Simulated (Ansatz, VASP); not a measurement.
# Two plane-wave programs on Zr

File INCAR:

```
  ALGO = Normal
  EDIFF = 1E-6
  ENCUT = 520
  ISIF = 2
  ISMEAR = 0
  LASPH = T
  LCHARG = F
  LREAL = F
  LWAVE = F
  NBANDS = 19
  NELM = 100
  PREC = Accurate
  SIGMA = 0.2
```

Contents of KPOINTS:

```
k-points
0
Gamma
  12 12 6
```

File POSCAR:

```
Zr
1.0
    3.1439658570      0.0000000000      0.0000000000
   -1.5719829285      2.7227543008      0.0000000000
    0.0000000000      0.0000000000      5.0894642375
Zr
2
Direct
    0.3333333333      0.6666666667      0.2500000000
    0.6666666667      0.3333333333      0.7500000000
```

Input for Ansatz:

```yaml
crystal:
  lattice:
    - [3.143965857, 0.0, 0.0]
    - [-1.5719829285, 2.7227543008, 0.0]
    - [0.0, 0.0, 5.0894642375]
  atoms:
    - { symbol: Zr, position: [0.3333333333, 0.6666666667, 0.25] }
    - { symbol: Zr, position: [0.6666666667, 0.3333333333, 0.75] }
hamiltonian:
  xc: lda
  pseudopotentials:
    kind: paw
    azcp:
      Zr: "pseudopotentials/Zr.paw.azcp"
basis:
  ecutwfc: 420
  fft_grid_basis: typed
kpoints:
  mp_grid: { grid: [12, 12, 6], shift: [0, 0, 0] }
magnetization:
  spin_polarized: false
scf:
  occupations: { method: gaussian, width: 0.2 }
  lower_state_search: "off"
output:
  stress: true
```

Alike in both runs: task single point; functional LDA; k mesh 12 × 12 × 6; occupations gaussian, width 0.2 eV; no spin polarisation.

```csv
,VASP,Ansatz
version,VASP 6.6.1,Ansatz 0.2.0
potentials or method,"VASP PAW LDA potentials, release 64 (Zr_sv)","plane waves (420 eV) with PAW, scalar-relativistic"
plane-wave cutoff (eV),520,420
valence electrons in the cell,24,24
```

|  | VASP | Ansatz | Ansatz less VASP |
| --- | --- | --- | --- |
| pressure (GPa) | 0.1 | 0.0 | -0.09 |
| largest component of the traceless stress (GPa) | 0.12 | 0.16 | +0.040 |

Ansatz warned: «pseudo_functional_mismatch».
